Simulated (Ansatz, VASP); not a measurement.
# SiC in VASP and in Ansatz

```
Si C
1.0
     2.91052    0.00000    0.00000
    -1.45526    2.52058    0.00000
     0.00000    0.00000    4.77753
Si C
2 2
Direct
  0.33333 0.66667 0.99970
  0.66667 0.33333 0.49970
  0.33333 0.66667 0.37530
  0.66667 0.33333 0.87530
```

Change from the starting cell: hydrostatic strain -5.4%.

Alike in both runs: task single point; functional r2SCAN; k mesh 12 × 12 × 6; no spin polarisation.

```csv
,VASP,Ansatz
version,VASP 6.6.1,Ansatz 0.2.0
potentials or method,"VASP PAW PBE potentials, release 64 (Si, C)","plane waves, PAW"
plane-wave cutoff (eV),520,500
occupations,"gaussian, width 0.01 eV",fixed
valence electrons in the cell,16,16
```

Ansatz gave:

| Quantity | Value |
| --- | --- |
| gap on the k mesh at the Fermi level (eV) | 2.38 |
| pressure (GPa) | 51.6 |
| largest component of the traceless stress (GPa) | 0.91 |

**Question.** Estimate VASP's values.

**Answer.** gap on the k mesh at the Fermi level (eV): 2.39; pressure (GPa): 51.2; largest component of the traceless stress (GPa): 0.88.

Caveats: so large a pressure means that the cell lies far from this level's equilibrium, or that cutoff or potentials fall short (VASP); the potentials were made for another functional, which shifts forces and pressure (VASP). A k mesh can miss the band edges.
